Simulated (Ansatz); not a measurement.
**Straining ZnS**

These are results of DFT PBE, scalar-relativistic, plane waves, PAW in Ansatz 0.2.0, not measurements. Settings: 420 eV cutoff, 12×12×4 k-mesh, Gaussian smearing of 0.02 eV, no spin polarisation.

Starting point, cell and atoms relaxed:

```yaml
crystal:
  lattice:
    - [3.84407, 0.00000, 0.00000]
    - [-1.92203, 3.32906, 0.00000]
    - [0.00000, 0.00000, 6.30464]
  atoms:
    - { symbol: Zn, position: [0.33333, 0.66667, 0.00027] }
    - { symbol: Zn, position: [0.66667, 0.33333, 0.50027] }
    - { symbol: S, position: [0.33333, 0.66667, 0.37473] }
    - { symbol: S, position: [0.66667, 0.33333, 0.87473] }
```

Deformation: biaxial strain in the a-b plane, with the length and tilt of c and the atoms relaxed, all within the symmetry that the strain leaves. Energies are extrapolated to zero smearing. Gaps are Kohn–Sham gaps over the whole zone.

```csv
strain (%),ΔE (meV/atom),a (Å),b (Å),c (Å),gap (eV)
-3.0,17.6,3.729,3.729,6.418,2.07
-2.0,7.8,3.767,3.767,6.380,2.09
-1.0,2.0,3.806,3.806,6.343,2.09
+0.0,0.0,3.844,3.844,6.305,2.08
+1.0,1.7,3.883,3.883,6.271,2.05
+2.0,6.8,3.921,3.921,6.236,1.96
+3.0,15.1,3.959,3.959,6.203,1.87
```

(1) What stiffness (1/V) d²E/dε² at zero strain does a cubic fit over all points give?

(2) How does the free axis c answer a small strain?

(3) How fast does the gap move with strain on either side?

Results:

(1) A cubic fit gives (1/V) d²E/dε² = 289 GPa at zero strain (twice the biaxial modulus).

(2) Between the innermost points its strain is -0.57 times the applied one.

(3) -12 meV per percent on the compressed side and -29 meV per percent on the stretched side; it is direct at -1.0 %, direct at zero and direct at +1.0 %.